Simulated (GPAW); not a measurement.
Runs of GPAW 26.7.0 on MgS. Symmetry: F-43m, No. 216, cubic system. Conventional cell: a = 5.666 Å, b = 5.666 Å, c = 5.666 Å, α = 90.00°, β = 90.00°, γ = 90.00°. S (site symmetry -43m) has 4 Mg at 2.45 Å as nearest neighbours. Around Mg (site symmetry -43m) lie 4 S at 2.45 Å. The cell comes from a database or a generator and needn't be the stable form of this composition.

| task | level | potentials or basis | cell | band path | band points | gap on the mesh (eV) | pressure (GPa) | V0 of scaled cells (Å³/atom) | B0 (GPa) |
| --- | --- | --- | --- | --- | --- | --- | --- | --- | --- |
| single point | PBEsol | PAW data sets generated in the run's folder for this functional, pw | as given | - | - | 3.28 | -0.4 | - | - |
| single point | TB-mBJ | GPAW PAW data sets for LDA (gpaw-data 1.2.1), pw | as given | - | - | (a) | - | - | - |
| single point | PBEsol | PAW data sets generated in the run's folder for this functional, pw | atoms moved at random, drawn with an rms of 0.05 Å | - | - | 3.20 | -0.2 | - | - |
| equation of state | PBEsol | PAW data sets generated in the run's folder for this functional, pw | as given | - | - | - | - | 22.60 | 58 |
| equation of state | LDA | the program's PAW data sets (release 1.2.1) made for this functional, pw | as given | - | - | - | - | 21.89 | (b) |
| band structure | PBEsol | PAW data sets generated in the run's folder for this functional, pw | as given | GXWKGLUWLK,UX | 60 | 3.28 | -0.4 | - | - |

Alike in all rows: no spin polarisation; k mesh 8 × 8 × 8; cutoff (eV) 800; smearing fermi-dirac 0.05 eV.

Fill in the values left out.

(a) 5.04; (b) 62.

Caveats: a model potential gives levels but no total energy (some runs); the PAW data sets were made with another functional, which shifts forces and pressure a little (some runs).

A k mesh can miss the band edges.

Runs at the PBE level aren't shown here.
